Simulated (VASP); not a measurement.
**WS2: single point with PBEsol+D4**

The system is WS2, a sheet with vacuum.

```
CELL_PARAMETERS angstrom
3.17000 0.00000 0.00000
-1.58500 2.74530 0.00000
0.00000 0.00000 17.14000
ATOMIC_POSITIONS crystal
S 0.66667 0.33333 0.40840
S 0.66667 0.33333 0.59160
W 0.33333 0.66667 0.50000
```

The cell was built by a generator and needn't be a form met in nature.

```
Program             : VASP 6.6.1
Task                : single point
Functional          : PBEsol
Dispersion          : D4
Potentials or basis : VASP PAW PBE potentials, release 64 (S, W_sv)
Cutoff              : 520 eV
k mesh              : 12 × 12 × 1
Occupations         : gaussian, width 0.03 eV
Spin                : no spin polarisation
```

```yaml
Largest_force: 0.261 eV/Å
Band_gap_on_the_k_mesh: 1.86 eV, direct
Dispersion_energy_per_atom: -0.171 eV
```

Forces on the atoms (eV/Å):
```
S    0.000  0.000  0.261
S    0.000  0.000 -0.261
W    0.000  0.000  0.000
```

Levels at points of the mesh, in eV from the valence-band top:
```csv
k point,band 10,band 11,band 12,band 13,band 14,band 15,band 16,band 17
"(0.00, 0.00, 0.00)",-2.14,-1.58,-1.58,-0.08,2.92,2.92,3.09,3.09
"(0.50, 0.00, 0.00)",-3.40,-2.15,-1.22,-0.94,2.90,3.34,4.05,4.77
```

Wall time 42 s on 1 thread of Intel(R) Xeon(R) 6975P-C (Granite Rapids), with other jobs on the host, peak memory 0.26 GiB.

Caveat: the PAW data sets were made with another functional, which shifts forces and pressure a little; spin-orbit coupling is left out, which moves the levels of the heavy elements. PBEsol gaps usually lie below the measured ones, often by a third to a half.
